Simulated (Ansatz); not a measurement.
# Pt3Se5: the cost of one run

Computed with Ansatz 0.2.0 (DFT PBEsol, scalar-relativistic, plane waves, PAW, unless a step's input says otherwise).

The COD entry's cell or inner coordinates are ideal or old and differ from later refinements, so a difference from it is no clean test against experiment.

4 further runs of the same task are left out: 4 set aside as unsound or not needed.

### Step 1. The starting structure

The structure is trigonal, space group P-3m1 (No. 164). The conventional cell has a = 3.761 Å, b = 3.761 Å, c = 4.863 Å, α = 90.00°, β = 90.00°, γ = 120.00°. Around Pt (site symmetry -3m) lie 6 Se at 2.51 Å. Se (site symmetry 3m) has 3 Pt at 2.51 Å in its first shell of neighbours.

Coordinates:

```xyz
3
Lattice="3.7607 0.0000 0.0000 -1.8804 3.2569 0.0000 0.0000 0.0000 4.8633" Properties=species:S:1:pos:R:3 pbc="T T T"
Pt    0.0000    0.0000    0.0000
Se    0.0000    2.1713    1.2677
Se    1.8804    1.0856    3.5956
```

This cell was relaxed beforehand with the same method: volume 19.86 Å³/atom, gap on the mesh none (metal).

Bulk energy on matching settings, from an earlier run: -7744.4896 eV/atom.

### Step 2. The (012) slab

Planes are indexed in the bulk's conventional cell (P-3m1 (No. 164)), a = 3.761 Å, b = 3.761 Å, c = 4.863 Å, α = 90.00°, β = 90.00°, γ = 120.00°.

Cut from the relaxed bulk: a (012) slab, 9.7 Å thick as cut, with 15 Å of vacuum; its outer planes are Pt (top) and Pt (bottom).

The slab as cut. Layers, bottom to top:

| plane | atoms per cell | height over the lowest (Å) |
| --- | --- | --- |
| 1 | Pt | 0.00 |
| 2 | Se | 0.37 |
| 3 | Se | 1.58 |
| 4 | Pt | 1.95 |
| 5 | Se | 2.31 |
| 6 | Se | 3.53 |
| 7 | Pt | 3.90 |
| 8 | Se | 4.26 |
| 9 | Se | 5.48 |
| 10 | Pt | 5.85 |
| 11 | Se | 6.21 |
| 12 | Se | 7.43 |
| 13 | Pt | 7.79 |
| 14 | Se | 8.16 |
| 15 | Se | 9.38 |
| 16 | Pt | 9.74 |

### Step 3. Single point on the unrelaxed (012) slab

A dipole layer in the vacuum cancels the field that periodic copies would set up if the slab's two faces differ.

The input, input.yaml:

```yaml
crystal:
  lattice:
    - [3.7607249066, 0.0, 0.0]
    - [0.0, 8.1290185517, 0.0]
    - [0.0, 0.0, 24.7424025113]
  atoms:
    - { symbol: Pt, position: [0.5, 0.6789607276, 0.3031233526] }
    - { symbol: Se, position: [0.0, 0.8792751587, 0.3179298616] }
    - { symbol: Se, position: [0.5, 0.1576070242, 0.3670675026] }
    - { symbol: Pt, position: [0.0, 0.3579214553, 0.3818740115] }
    - { symbol: Se, position: [0.5, 0.5582358864, 0.3966805205] }
    - { symbol: Se, position: [0.0, 0.8365677518, 0.4458181615] }
    - { symbol: Pt, position: [0.5, 0.0368821829, 0.4606246705] }
    - { symbol: Se, position: [0.0, 0.237196614, 0.4754311795] }
    - { symbol: Se, position: [0.5, 0.5155284794, 0.5245688205] }
    - { symbol: Pt, position: [0.0, 0.7158429105, 0.5393753295] }
    - { symbol: Se, position: [0.5, 0.9161573416, 0.5541818385] }
    - { symbol: Se, position: [0.0, 0.1944892071, 0.6033194795] }
    - { symbol: Pt, position: [0.5, 0.3948036382, 0.6181259885] }
    - { symbol: Se, position: [0.0, 0.5951180693, 0.6329324974] }
    - { symbol: Se, position: [0.5, 0.8734499347, 0.6820701384] }
    - { symbol: Pt, position: [0.0, 0.0737643658, 0.6968766474] }
basis:
  ecutwfc: 420
kpoints:
  mp_grid: { grid: [9, 5, 1] }
hamiltonian:
  xc: pbesol
scf:
  occupations: { method: gaussian, width: 0.1 }
output:
  forces: true
  stress: true
  eigenvalues: true
  write_density: true
  write_potential: true
  elf: true
  volumetric_format: npy
efield:
  axis: 3
  dipole_correction: true
  ramp_width: 0.04
```

Launch:

```console
$ ansatz run input.yaml --threads 2 --pin off --max-ram 5120MiB --backend cpu --events-out ev --progress --plain --runs-dir out
```

What time and memory should one allow on 2 threads of Intel Xeon at 2.50GHz (Skylake/Cascade Lake), shared host?

About 3.5 min, with a peak of 2.3 GiB.
